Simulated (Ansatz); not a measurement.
# Si2Ni: under pressure

One table from this session's results is given with a row withheld; the runs are named, their logs left out.

Computed with Ansatz 0.2.0 (DFT PBE, scalar-relativistic, plane waves, PAW, unless a step's input says otherwise).

1 further run of the same task is left out (set aside as unsound or not needed).

### The starting structure

The structure is cubic, space group Fm-3m (No. 225). The conventional cell has a = 5.447 Å, b = 5.447 Å, c = 5.447 Å, α = 90.00°, β = 90.00°, γ = 90.00°. Si (site symmetry -43m) has 4 Ni at 2.36 Å as nearest neighbours. Ni (site symmetry m-3m) has 8 Si at 2.36 Å as nearest neighbours.

As a file:

```cif
data_structure
_symmetry_space_group_name_H-M 'P 1'
_symmetry_Int_Tables_number 1
_cell_length_a 3.8515
_cell_length_b 3.8515
_cell_length_c 3.8515
_cell_angle_alpha 60.000
_cell_angle_beta 60.000
_cell_angle_gamma 60.000
_cell_volume 40.40
loop_
_atom_site_label
_atom_site_type_symbol
_atom_site_fract_x
_atom_site_fract_y
_atom_site_fract_z
_atom_site_occupancy
Si1 Si 0.25000 0.25000 0.25000 1
Si2 Si 0.75000 0.75000 0.75000 1
Ni1 Ni 0.00000 0.00000 0.00000 1
```

It goes back to an entry of the Materials Project, which need not be the stable form.

It is the result of an earlier relaxation at this level (volume 13.47 Å³/atom; gap on the mesh: none (metal)).

Set-up of the first run:

Contents of input.yaml:

```yaml
crystal:
  lattice:
    - [0.0, 2.7324073494, 2.7324073494]
    - [2.7324073494, 0.0, 2.7324073494]
    - [2.7324073494, 2.7324073494, 0.0]
  atoms:
    - { symbol: Si, position: [0.25, 0.25, 0.25] }
    - { symbol: Si, position: [0.75, 0.75, 0.75] }
    - { symbol: Ni, position: [0.0, 0.0, 0.0] }
basis:
  ecutwfc: 420
kpoints:
  mp_grid: { grid: [14, 14, 14] }
hamiltonian:
  xc: pbe
scf:
  occupations: { method: gaussian, width: 0.1 }
output:
  forces: true
  stress: true
  eigenvalues: true
relax:
  adjacent_minimum: "off"
  f_tol: 0.008
  max_steps: 50
  cell: { stress_tol: 0.08, p_target: -1.0 }
```

Command:

```
> ansatz run input.yaml --threads 1 --pin off --max-ram 2560MiB --backend cpu --events-out ev --progress --plain --runs-dir out
```

Steps of the session up to this table: -1 GPa; Target pressure 1 GPa; Target pressure 4 GPa; Target pressure 12 GPa; Relaxing at 25 GPa; Relaxing at 50 GPa; Target pressure 90 GPa.

One table of the session follows, with a row left open; its other results are not shown here.

```
P (GPa)  V (Å³/atom)  a (Å)  b (Å)  c (Å)  ΔH (eV/atom)
     -1        13.56  3.861  3.861  3.861        -0.084
      0        13.47  3.851  3.851  3.851         0.000
      1        13.38  3.843  3.843  3.843         0.084
      4        13.12  3.818  3.818  3.818         0.332
     12        12.55  3.762  3.762  3.762         0.972
     25        11.83  3.689  3.689  3.689         1.959
     50            ?      ?      ?      ?             ?
     90         9.91  3.478  3.478  3.478         6.317
```

**Question.** Estimate the row for P (GPa) = 50.

Worked estimate for «V (Å³/atom)». A straight line through the neighbours (25, 11.83) and (90, 9.91) gives 11.83 + (9.91 − 11.83) × (50 − 25) / (90 − 25) = 11.09; a parabola fitted to 3 rows on both sides gives 10.76.

The run gave: V (Å³/atom): 10.90; a (Å): 3.589; b (Å): 3.589; c (Å): 3.589; ΔH (eV/atom): 3.728. In «V (Å³/atom)» the line misses by +0.19 and the parabola by -0.14.

ΔH is E + PV over the energy at zero pressure; a, b and c are the vectors of the computed cell. 

Caveats from the session: Other structures may take over in this range; these runs cannot find them. The final runs have no spin polarisation, so no magnetic state was tried and one may lie lower.
